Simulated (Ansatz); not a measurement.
# BaTe: energy along a strain

BaTe, Pm-3m, a = 4.117 Å. This isn't the usual stable structure of the compound. Ansatz: LDA, PAW, 420 eV, Γ-centred 8×8×8 mesh on 2 atoms, Gaussian smearing 0.05 eV; no spin polarisation. Cell vectors (Å): 4.117 0.000 0.000; 0.000 4.117 0.000; 0.000 0.000 4.117. The cell is strained by x per cent times the pattern (0 0 1 0 0 0) in the order xx yy zz yz xz xy (engineering shears), with fractional coordinates held. y is the free energy over the start, V0 = 34.883 Å³/atom. Points with a strain past 8.5 % were computed too (3) and aren't used here.

| x (%) | y (meV/atom) |
| --- | --- |
| -7.50 | 60.90 |
| -5.00 | 26.20 |
| -2.50 | 6.22 |
| 0.00 | 0.00 |
| 2.50 | 6.22 |
| 5.00 | ? |
| 7.50 | 51.38 |

Q: Fit y = c1 x + c2 x² + c3 x³ to the other rows, get the stiffness along the pattern, and predict the missing energy.

A: Least squares on the rows shown. y = 0.070600 x + 0.99813 x² − 0.012547 x³. The clamped-ion stiffness p·C·p = 2 × 9.981 eV × 160.2 / 34.883 Å³ = 92 GPa, which is C33 in these axes (C11 of the cubic crystal); c1 is there for the stress left in the start, which by itself gives a slope of 0.08 meV/atom per %. At x = 5.00 the fit asked for gives 23.74 meV/atom. The run gave 23.69 meV/atom, so the fit is 0.05 meV/atom too high, a small miss on the scale of the series.